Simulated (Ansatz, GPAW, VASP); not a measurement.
InAs: programs and potentials compared

```
CELL_PARAMETERS angstrom
0.00000 3.01800 3.01800
3.01800 0.00000 3.01800
3.01800 3.01800 0.00000
ATOMIC_POSITIONS crystal
In 0.00000 0.00000 0.00000
As 0.75000 0.75000 0.75000
```

Alike in all runs: task single point; functional PBE; k mesh 8 × 8 × 8; occupations gaussian, width 0.02 eV; no spin polarisation; no spin-orbit coupling. A missing gap at this level doesn't show that the real crystal is a metal. Pressure is positive in compression and, in plane waves, holds the error of the finite cutoff, which Ansatz's Pulay term estimates and takes out.

```json
{"program and potentials": "Ansatz, Ansatz PAW", "plane-wave cutoff (eV)": "420", "notes": "14 valence electrons an atom on average; Pulay term of +0.04 GPa included", "band gap (eV)": "no gap", "pressure (GPa)": "4.29"}
{"program and potentials": "GPAW, GPAW PAW data sets (gpaw-data 1.2.1)", "plane-wave cutoff (eV)": "600", "notes": "9 valence electrons an atom on average", "band gap (eV)": "no gap", "pressure (GPa)": "4.04"}
{"program and potentials": "VASP, PBE PAW files As, In_d, 520 eV", "plane-wave cutoff (eV)": "520", "notes": "9 valence electrons an atom on average", "band gap (eV)": "no gap", "pressure (GPa)": "4.36"}
{"program and potentials": "Ansatz, all-electron LAPW, scalar-relativistic", "plane-wave cutoff (eV)": "-", "notes": "-", "band gap (eV)": "no gap", "pressure (GPa)": "4.30"}
```

None finds a gap. The pressure spans 4.04 (GPAW, GPAW PAW data sets (gpaw-data 1.2.1)) to 4.36 GPa (VASP, PBE PAW files As, In_d, 520 eV), with all-electron results at 4.30.

Differences between rows come from potentials, basis sets and numerical settings, since the functional is the same but for its coding. Runs on potential files found faulty are left out.
